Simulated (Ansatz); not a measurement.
FeO:

```xyz
4
Lattice="3.0459 0.0000 0.0000 0.0000 3.0459 0.0000 0.0000 0.0000 5.4642" Properties=species:S:1:pos:R:3 pbc="T T T"
Fe    1.5229    0.0000    2.7321
Fe    0.0000    1.5229    0.0000
O     1.5229    1.5229    1.3661
O     1.5229    1.5229    4.0982
```

The cell comes from a database or a generator and needn't be the stable form of this composition.

Alike in all runs: program Ansatz 0.2.0; functional PBEsol; potentials or basis Ansatz PAW; cutoff 420 eV (not typed: the program's choice for these potentials); k mesh 9 × 9 × 5; occupations fermi-dirac, width 0.05 eV.

The same cell was started in several ways:

```tsv
start	free energy over the lowest (meV/atom)	net moment (μB)	site or absolute moments (μB)	gap
no spin polarisation	543.5	-	-	none (metal or under the smearing width)
collinear spin, ferromagnetic start of up to 4.5 μB	82.9	7.48	Fe +3.22; O +0.22	none (metal or under the smearing width)
collinear spin, ferromagnetic start of up to 3 μB	82.9	7.48	Fe +3.22; O +0.22	none (metal or under the smearing width)
collinear spin, ferrimagnetic start of up to 3 μB	0.0	0.00	Fe +3.13, -3.13; O -0.00	none (metal or under the smearing width)
collinear spin, random start of up to 2.68 μB	0.0	0.00	Fe -3.13, +3.13; O -0.00	none (metal or under the smearing width)
collinear spin, antiferromagnetic start of up to 3 μB	0.0	0.00	Fe +3.13, -3.13; O -0.00	none (metal or under the smearing width)
```

The spin-polarised runs without a constraint all converged, yet they end up to 83 meV/atom apart: a converged run can sit in a state that isn't the lowest. Allowing spin polarisation gains 543 meV/atom. A still lower state may exist.

Caveats: the cell is far from rest, so the order of the states can change on relaxing; semilocal functionals often make such compounds metallic where correlation or magnetic order opens a gap, which also shifts bond lengths; the magnetic or orbital state may not be the lowest (some runs); the starting moments weren't kept (some runs).
